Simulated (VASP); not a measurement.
Wanted: the native input for a VASP 6.6.1 run.

```
Task                   : single point
Functional             : r2SCAN
Potentials or basis    : VASP PAW PBE potentials, release 64 (Ca_sv, F)
Cutoff                 : 520 eV
k mesh                 : 9 × 9 × 9
Occupations            : fermi-dirac, width 0.03 eV
Spin                   : no spin polarisation
Dipole correction      : no
Further INCAR settings : ALGO = Normal; EDIFF = 1e-06; NBANDS = 19
```

CaF2:

```
CELL_PARAMETERS angstrom
0.00000 2.75803 2.75803
2.75803 0.00000 2.75803
2.75803 2.75803 0.00000
ATOMIC_POSITIONS crystal
Ca 0.00000 0.00000 0.00000
F 0.75000 0.75000 0.75000
F 0.25000 0.25000 0.25000
```

The cell comes from a database or a generator and needn't be the stable form of this composition.

The input as run:

POSCAR

```
CaF2
1.0
    0.0000000000      2.7580259682      2.7580259682
    2.7580259682      0.0000000000      2.7580259682
    2.7580259682      2.7580259682      0.0000000000
Ca F
1 2
Direct
    0.0000000000      0.0000000000      0.0000000000
    0.7500000000      0.7500000000      0.7500000000
    0.2500000000      0.2500000000      0.2500000000
```

INCAR.step1

```
  PREC = Accurate
  ENCUT = 520
  ISMEAR = -1
  SIGMA = 0.03
  LREAL = F
  LASPH = T
  NELM = 60
  NBANDS = 19
  GGA = PE
  ALGO = Normal
  EDIFF = 1E-4
  LWAVE = T
  LCHARG = F
```

INCAR.step2

```
  PREC = Accurate
  ENCUT = 520
  EDIFF = 1E-6
  ISMEAR = -1
  SIGMA = 0.03
  LREAL = F
  LASPH = T
  NELM = 60
  ALGO = Normal
  ISIF = 2
  LWAVE = F
  LCHARG = F
  METAGGA = R2SCAN
  LMIXTAU = T
  NBANDS = 19
  ISTART = 1
```

KPOINTS

```
Automatic mesh
0
Gamma
  9 9 9
```

Potentials or basis: VASP PAW PBE potentials, release 64 (Ca_sv, F).

The run is started by

```bash
$ cat potpaw_PBE.64/Ca_sv/POTCAR potpaw_PBE.64/F/POTCAR > POTCAR
$ cp INCAR.step1 INCAR
$ mpirun -np 1 vasp_std > vasp.out
$ cp INCAR.step2 INCAR
$ mpirun -np 1 vasp_std > vasp.out
```

Results of the run:

| Quantity | Value |
| --- | --- |
| Pressure | -3.0 GPa |
| Band gap on the k mesh | 7.79 eV, indirect (least direct gap 8.03 eV) |

Caveat: the PAW data sets were made with another functional, which shifts forces and pressure a little; an odd mesh through Γ misses points on the zone boundary, where band edges often lie.

It took 120 s on 1 thread of Intel(R) Xeon(R) Platinum 8488C (Sapphire Rapids) (shared host), peak memory 0.18 GiB.
